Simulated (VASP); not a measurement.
# Te (P3_121) in VASP: a series of runs

The runs below take Te through single point, with PBE, HSE06.

Everything below comes from runs of VASP 6.6.1. Logs are shortened: lines on timing, memory, paths and dates and some standing lists are left out, and cuts for length are marked.

## Step 1: The crystal as given

Symmetry: P3_121, No. 152, trigonal system. The conventional cell has a = 4.237 Å, b = 4.237 Å, c = 6.007 Å, α = 90.00°, β = 90.00°, γ = 120.00°. Around Te (site symmetry 2) lie 6 Te at 2.93 to 3.29 Å.

The cell was built by a generator and needn't be a form met in nature.

## Step 2: Single point, PBE, non-collinear spin, zero start, spin-orbit coupling

The input, INCAR:

```
SYSTEM = Te
PREC     = Accurate       ! precision mode
ENCUT    = 300            ! plane-wave cutoff, eV
EDIFF    = 1E-7           ! SCF threshold, eV
ISMEAR   = 0              ! smearing method
SIGMA    = 0.01           ! smearing width, eV
LREAL    = .False.        ! projectors in reciprocal space
LASPH    = .True.         ! aspherical terms in the spheres
NELM     = 60             ! most SCF steps
ALGO     = Fast           ! electronic algorithm
ISIF     = 2              ! what is computed and relaxed
LWAVE    = .False.        ! write WAVECAR
LCHARG   = .True.         ! write CHGCAR
MAGMOM   = 0 0 0 0 0 0 0 0 0 ! initial moments
LORBIT   = 11             ! projections on sites
LSORBIT  = .True.         ! spin-orbit coupling
GGA_COMPAT= .False.      
GGA      = PE             ! functional
LVHAR    = .True.
```

The input, KPOINTS:

```
regular mesh
0
Gamma
  9 9 6
  0 0 0
```

The input, POSCAR:

```
Te
1.0
    4.2369800000      0.0000000000      0.0000000000
   -2.1184900000      3.6693324000      0.0000000000
    0.0000000000      0.0000000000      6.0071918000
Te
3
Direct
    0.2920920000      0.0000000000      0.3333333000
    0.0000000000      0.2920921000      0.6666667000
    0.7079080000      0.7079081000      0.0000000000
```

Potentials or basis: VASP PAW PBE potentials, release 64 (Te).

Started as:

```console
$ cat potpaw_PBE.64/Te/POTCAR > POTCAR
$ mpirun -np 1 vasp_ncl > vasp.out
```

OUTCAR:

```text
SYSTEM = Te
   PREC = Accurate
   ENCUT = 300
   EDIFF = 1E-7
   ISMEAR = 0
   LREAL = .False.
   LASPH = .True.
   NELM = 60
   ISIF = 2
   LORBIT = 11
   LSORBIT = .True.
   GGA = PE

 ion  position               nearest neighbor table
   1  0.292  0.000  0.333-   3 2.93   2 2.93   3 3.29   2 3.29   3 3.29   2 3.29
   2  0.000  0.292  0.667-   3 2.93   1 2.93   3 3.29   3 3.29   1 3.29   1 3.29
   3  0.708  0.708  0.000-   1 2.93   2 2.93   1 3.29   2 3.29   2 3.29   1 3.29

  LATTYP: Found a hexagonal cell.
 ALAT       =     4.2369800000
 C/A-ratio  =     1.4178003672

  Lattice vectors:

 A1 = (   4.2369800000,   0.0000000000,   0.0000000000)
 A2 = (  -2.1184900000,   3.6693324000,   0.0000000000)
 A3 = (   0.0000000000,   0.0000000000,   6.0071918000)

Analysis of symmetry for initial positions (statically):
=====================================================================
 Subroutine PRICEL returns:
 Original cell was already a primitive cell.

 Routine SETGRP: Setting up the symmetry group for a
 hexagonal supercell.

 Subroutine GETGRP returns: Found  6 space group operations
 (whereof  2 operations were pure point group operations)
 out of a pool of 24 trial point group operations.

The static configuration has the point symmetry C_2 .
 The point group associated with its full space group is D_3 .

Analysis of symmetry for dynamics (positions and initial velocities):
=====================================================================
 Subroutine PRICEL returns:
 Original cell was already a primitive cell.

 Routine SETGRP: Setting up the symmetry group for a
 hexagonal supercell.

 Subroutine GETGRP returns: Found  6 space group operations
 (whereof  2 operations were pure point group operations)
 out of a pool of 24 trial point group operations.

The dynamic configuration has the point symmetry C_2 .
 The point group associated with its full space group is D_3 .

Analysis of structural, dynamic, and magnetic symmetry:
=====================================================================
 Subroutine PRICEL returns:
 Original cell was already a primitive cell.

 Routine SETGRP: Setting up the symmetry group for a
 hexagonal supercell.

 Subroutine GETGRP returns: Found  6 space group operations
 (whereof  2 operations were pure point group operations)
 out of a pool of 24 trial point group operations.

The overall configuration has the point symmetry C_2 .
 The point group associated with its full space group is D_3 .

 Subroutine INISYM returns: Found  6 space group operations
 (whereof  2 operations are pure point group operations),
 and found     1 'primitive' translations

----------------------------------------------------------------------------------------

                                     Primitive cell

  volume of cell :      93.3931

  direct lattice vectors                    reciprocal lattice vectors
     4.236980000  0.000000000  0.000000000     0.236017163  0.136264570  0.000000000
    -2.118490000  3.669332400  0.000000000     0.000000000  0.272529139  0.000000000
     0.000000000  0.000000000  6.007191800     0.000000000  0.000000000  0.166467134

  length of vectors
     4.236980000  4.236980073  6.007191800     0.272529144  0.272529139  0.166467134

  position of ions in fractional coordinates (direct lattice)
     0.292092000  0.000000000  0.333333300
     0.000000000  0.292092100  0.666666700
     0.707908000  0.707908100  0.000000000

  ion indices of the primitive-cell ions
   primitive index   ion index
                 1           1
                 2           2
                 3           3

----------------------------------------------------------------------------------------

 KPOINTS: regular mesh

Automatic generation of k-mesh.
 Grid dimensions read from file:
 generate k-points for:    9    9    6

 Generating k-lattice:

  Cartesian coordinates                     Fractional coordinates (reciprocal lattice)
     0.026224129  0.015140508  0.000000000     0.111111111  0.000000000  0.000000000
[... 39 lines left out ...]
  0.000000  0.222222  0.166667      6.000000
 [... further k-points ...]
   k-points           NKPTS =     96   k-points in BZ     NKDIM =     96   number of bands    NBANDS=     26
   number of dos      NEDOS =    301   number of ions     NIONS =      3
   total plane-waves  NPLWV =  20736
   dimension x,y,z NGX =    24 NGY =   24 NGZ =   36
   dimension x,y,z NGXF=    48 NGYF=   48 NGZF=   72
   ions per type =               3
   NGX,Y,Z   is equivalent  to a cutoff of   9.42,  9.42,  9.96 a.u.
   NGXF,Y,Z  is equivalent  to a cutoff of  18.83, 18.83, 19.93 a.u.
 SYSTEM =  Te
   PREC   = accura    normal or accurate (medium, high low for compatibility)
   ISTART =      0    job   : 0-new  1-cont  2-samecut
   ICHARG =      2    charge: 1-file 2-atom 10-const
   ISPIN  =      1    spin polarized calculation?
   LNONCOLLINEAR =      T non collinear calculations
   LSORBIT =      T    spin-orbit coupling
   LASPH  =      T    aspherical Exc in radial PAW
   ENCUT  =  300.0 eV  22.05 Ry    4.70 a.u.   5.98  5.98  8.48*2*pi/ulx,y,z
   NELM   =     60;   NELMIN=  2; NELMDL= -5     # of ELM steps
   EDIFF  = 0.1E-06   stopping-criterion for ELM
   LREAL  =      F    real-space projection
   EDIFFG = 0.1E-05   stopping-criterion for IOM
   NSW    =      0    number of steps for IOM
   IBRION =     -1    ionic relax: 0-MD 1-quasi-New 2-CG
   NFREE  =      0    steps in history (QN), initial steepest desc. (CG)
   ISIF   =      2    stress and relaxation
   ISYM   =      2    0-nonsym 1-usesym 2-fastsym
   POTIM  = 0.5000    time-step for ionic-motion
   TEBEG  =    0.0;   TEEND  =   0.0 temperature during run
   PSTRESS=    0.0 pullay stress
   NELECT =      18.0000    total number of electrons
   NUPDOWN=      -1.0000    fix difference up-down
   EMIN   =  10.00;   EMAX   =-10.00  energy-range for DOS
   EFERMI =   0.00;   METHOD = LEGACY
   ISMEAR =     0;   SIGMA  =   0.01  broadening in eV -4-tet -1-fermi 0-gaus
   EFERMI_NEDOS =   21; number of points for ismear=-14 and -15
   IALGO  =     68    algorithm
   IMIX   =      4    mixing-type and parameters
     AMIX     =   0.40;   BMIX     =  1.00
     AMIX_MAG =   1.60;   BMIX_MAG =  1.00
  volume/ion in A,a.u.               =      31.13       210.08
  Fermi-wavevector in a.u.,A,eV,Ry     =   0.945643  1.787007 12.166890  0.894241
  Thomas-Fermi vector in A             =   2.073565
   LORBIT       =     11    0 simple, 1 ext, 2 COOP (PROOUT), +10 PAW based schemes
   GGA     = PE    functional components
   LHFCALC =     F    Hartree Fock is set to
   AEXX    =    0.0000 exact exchange contribution
   IVDW    =     0    specifies the selected vdW correction
   LEPSILON=     F    determine dielectric tensor
   LRPA    =     F    only Hartree local field effects (RPA)
 RMM-DIIS sequential band-by-band and
 Gauss-broadening in eV      SIGMA  =   0.01
  energy-cutoff  :      300.00
  volume of cell :       93.39
 maximum number of plane-waves:      2268
   NGX = 11   NGY = 11   NGZ = 17

 number of electron      17.9999996 magnetization      -0.0000000      0.0000000      0.0000000

 number of electron      17.9999996 magnetization       0.0000000      0.0000000      0.0000000

 number of electron      17.9999996 magnetization       0.0000000     -0.0000000     -0.0000000

 Free energy of the ion-electron system (eV)
  ---------------------------------------------------
  ext. energy  EPLUGINS =         0.00000000
  ---------------------------------------------------
  free energy    TOTEN  =        -9.66517765 eV

  energy without entropy =       -9.66515443  energy(sigma->0) =       -9.66516604

 E-fermi :   7.1282     XC(G=0):  -9.4911

 val. band max:        7.1282321035   @ k =   0.3333   0.3333   0.5000
 cond. band min:       7.1282327581   @ k =  -0.3333  -0.3333   0.5000
 fundamental gap:      0.0000006546
 Fermi energy:         7.1282324307

 k-point     1 :       0.0000    0.0000    0.0000
  band No.  band energies     occupation
      1      -6.9609      1.00000
      2      -6.9609      1.00000
      3      -3.5436      1.00000
      4      -3.5436      1.00000
      5      -3.5432      1.00000
      6      -3.5432      1.00000
[... 685 lines left out ...]
     25      10.2622      0.00000
     26      10.2709      0.00000

 [... further k-points ...]
[... 5 lines left out ...]
  --------------------------------------------------------------------------------------
  -------------------------------------------------------------------------------------
  Total        2.1501026      2.1501027      2.1123547     -0.0000000     -0.0000000      0.0000000
  in kB       36.8854257     36.8854274     36.2378536     -0.0000000     -0.0000000      0.0000000
  external PRESSURE =      36.6695689 kB  Pullay stress =       0.0000000 kB

 VOLUME and BASIS-vectors are now :
 -----------------------------------------------------------------------------
  energy-cutoff  :      300.00
  volume of cell :       93.39
      direct lattice vectors                 reciprocal lattice vectors
     4.236980000  0.000000000  0.000000000     0.236017163  0.136264570  0.000000000
    -2.118490000  3.669332400  0.000000000     0.000000000  0.272529139  0.000000000
     0.000000000  0.000000000  6.007191800     0.000000000  0.000000000  0.166467134

 POSITION                                       TOTAL-FORCE (eV/Angst)
 -----------------------------------------------------------------------------------
      1.23759      0.00000      2.00240        -0.016882     -0.000000      0.000000
     -0.61879      1.07178      4.00479         0.008441     -0.014620     -0.000000
      1.49970      2.59755      0.00000         0.008441      0.014620      0.000000
 -----------------------------------------------------------------------------------
    total drift:                                0.000045     -0.000050     -0.000001

  FREE ENERGIE OF THE ION-ELECTRON SYSTEM (eV)
  ---------------------------------------------------
  free  energy   TOTEN  =        -9.6651776509 eV

  energy  without entropy=       -9.6651544332  energy(sigma->0) =       -9.66516604

 Spin-Orbit-Coupling matrix elements

 Ion:    1  E_soc:     -0.2327791
 l=   1
     0.0000000    -0.0397836    -0.0391215
    -0.0397836     0.0000000    -0.0370598
    -0.0391215    -0.0370598     0.0000000
 l=   2
     0.0000000    -0.0000314     0.0000000    -0.0000324    -0.0000684
    -0.0000314     0.0000000    -0.0000590    -0.0000632    -0.0000293
     0.0000000    -0.0000590     0.0000000    -0.0001131     0.0000000
    -0.0000324    -0.0000632    -0.0001131     0.0000000    -0.0000278
    -0.0000684    -0.0000293     0.0000000    -0.0000278     0.0000000
 l=   3
     0.0000000     0.0000000     0.0000000     0.0000000     0.0000000     0.0000000     0.0000000
     0.0000000     0.0000000     0.0000000     0.0000000     0.0000000     0.0000000     0.0000000
     0.0000000     0.0000000     0.0000000     0.0000000     0.0000000     0.0000000     0.0000000
     0.0000000     0.0000000     0.0000000     0.0000000     0.0000000     0.0000000     0.0000000
[... 29 lines left out ...]
 l=   2
     0.0000000    -0.0000296     0.0000000    -0.0000291    -0.0000684
    -0.0000296     0.0000000    -0.0000996    -0.0000632    -0.0000307
     0.0000000    -0.0000996     0.0000000    -0.0000725     0.0000000
    -0.0000291    -0.0000632    -0.0000725     0.0000000    -0.0000314
    -0.0000684    -0.0000307     0.0000000    -0.0000314     0.0000000
 l=   3
     0.0000000     0.0000000     0.0000000     0.0000000     0.0000000     0.0000000     0.0000000
     0.0000000     0.0000000     0.0000000     0.0000000     0.0000000     0.0000000     0.0000000
     0.0000000     0.0000000     0.0000000     0.0000000     0.0000000     0.0000000     0.0000000
     0.0000000     0.0000000     0.0000000     0.0000000     0.0000000     0.0000000     0.0000000
     0.0000000     0.0000000     0.0000000     0.0000000     0.0000000     0.0000000     0.0000000
     0.0000000     0.0000000     0.0000000     0.0000000     0.0000000     0.0000000     0.0000000
     0.0000000     0.0000000     0.0000000     0.0000000     0.0000000     0.0000000     0.0000000

 total charge

# of ion       s       p       d       tot
------------------------------------------
    1        1.440   1.809   0.049   3.298
    2        1.440   1.809   0.049   3.298
    3        1.440   1.809   0.049   3.298
--------------------------------------------------
tot          4.319   5.426   0.147   9.893

 magnetization (x)

# of ion       s       p       d       tot
------------------------------------------
    1        0.000   0.000   0.000   0.000
    2       -0.000  -0.000  -0.000  -0.000
    3       -0.000  -0.000  -0.000  -0.000
--------------------------------------------------
tot          0.000  -0.000   0.000   0.000

 magnetization (y)

# of ion       s       p       d       tot
------------------------------------------
    1        0.000   0.000   0.000   0.000
    2        0.000   0.000   0.000   0.000
    3       -0.000  -0.000  -0.000  -0.000
--------------------------------------------------
tot          0.000   0.000   0.000   0.000

 magnetization (z)

# of ion       s       p       d       tot
------------------------------------------
    1       -0.000  -0.000  -0.000  -0.000
    2        0.000   0.000   0.000   0.000
    3        0.000   0.000   0.000   0.000
--------------------------------------------------
tot         -0.000  -0.000  -0.000  -0.000
```

Wall time 88 s (1 thread of Intel Xeon 6975P-C (Granite Rapids), shared host); peak memory 0.31 GiB.

What came out:

```
Free energy                                           : -9.6652 eV
Pressure                                              : 3.7 GPa
Largest force                                         : 0.017 eV/Å
Net moment                                            : 0.00 μB per cell
Valence electrons inside the program's atomic spheres : Te 3.30
```

Forces on the atoms (eV/Å):
```
Te  -0.017  0.000  0.000
Te   0.008 -0.015  0.000
Te   0.008  0.015  0.000
```

Moments on the atoms (μB; x, y, z):
```
Te  0.00 0.00 0.00
Te  0.00 0.00 0.00
Te  0.00 0.00 0.00
```

## Step 3: Single point, HSE06, non-collinear spin, zero start, spin-orbit coupling

This run uses another cell than the first one, of 35.02 Å³/atom, 1.125 times its volume.

The input, POSCAR:

```
Te
1.0
    4.5128075000      0.0000000000      0.0000000000
   -2.2564038000      3.9082060000      0.0000000000
    0.0000000000      0.0000000000      5.9576380000
Te
3
Direct
    0.2690221000      0.0000000000      0.3333333000
    0.9999999000      0.2690222000      0.6666667000
    0.7309778000      0.7309779000      0.0000000000
```

The input, INCAR.step1:

```
SYSTEM = Te
  PREC = Accurate
  ENCUT = 300
  EDIFF = 1E-5
  ISMEAR = 0
  SIGMA = 0.01
  LREAL = .FALSE.
  LASPH = .TRUE.
  NELM = 60
  ALGO = Normal
  ISIF = 2
  LWAVE = .TRUE.
  MAGMOM = 0 0 0 0 0 0 0 0 0
  LORBIT = 11
  LSORBIT = .TRUE.
  GGA_COMPAT = .FALSE.
  GGA = PE
```

The input, INCAR.step2:

```
SYSTEM = Te
  PREC = Accurate
  ENCUT = 300
  EDIFF = 1E-7
  ISMEAR = 0
  SIGMA = 0.01
  LREAL = .FALSE.
  LASPH = .TRUE.
  NELM = 60
  ALGO = Normal
  ISIF = 2
  LWAVE = .FALSE.
  LCHARG = .TRUE.
  MAGMOM = 0 0 0 0 0 0 0 0 0
  LORBIT = 11
  LSORBIT = .TRUE.
  GGA_COMPAT = .FALSE.
  GGA = PE
  LHFCALC = .TRUE.
  HFSCREEN = 0.2
  PRECFOCK = Fast
  LVHAR = .TRUE.
  ISTART = 1
```

The input, KPOINTS:

```
regular mesh
0
G
  3 3 2
  0 0 0
```

Potentials or basis: VASP PAW PBE potentials, release 64 (Te).

Started as:

```console
$ cat potpaw_PBE.64/Te/POTCAR > POTCAR
$ cp INCAR.step1 INCAR
$ mpirun -np 1 vasp_ncl > vasp.out
$ cp INCAR.step2 INCAR
$ mpirun -np 1 vasp_ncl > vasp.out
```

Wall time 7.7 min (1 thread of Intel Xeon Platinum 8259CL at 2.50GHz (Skylake/Cascade Lake), shared host); peak memory 0.37 GiB.

It converged, with:

* Free energy: -12.0859 eV
* Pressure: -1.5 GPa
* Largest force: 0.619 eV/Å
* Net moment: 0.00 μB per cell
* Valence electrons inside the program's atomic spheres: Te 3.35

Forces on the atoms (eV/Å):
```
Te  -0.619  0.000  0.000
Te   0.309 -0.536  0.000
Te   0.309  0.536  0.000
```

Stress tensor (GPa, compression positive):
```
-0.84  0.00  0.00
 0.00 -0.84  0.00
 0.00  0.00 -2.74
```

Moments on the atoms (μB; x, y, z):
```
Te  0.00 0.00 0.00
Te  0.00 0.00 0.00
Te  0.00 0.00 0.00
```

Caveat: the k mesh is coarse (spacing up to 0.54 Å⁻¹), so the values aren't converged, least of all with exact exchange; the PAW data sets were made with another functional, which shifts forces and pressure a little.
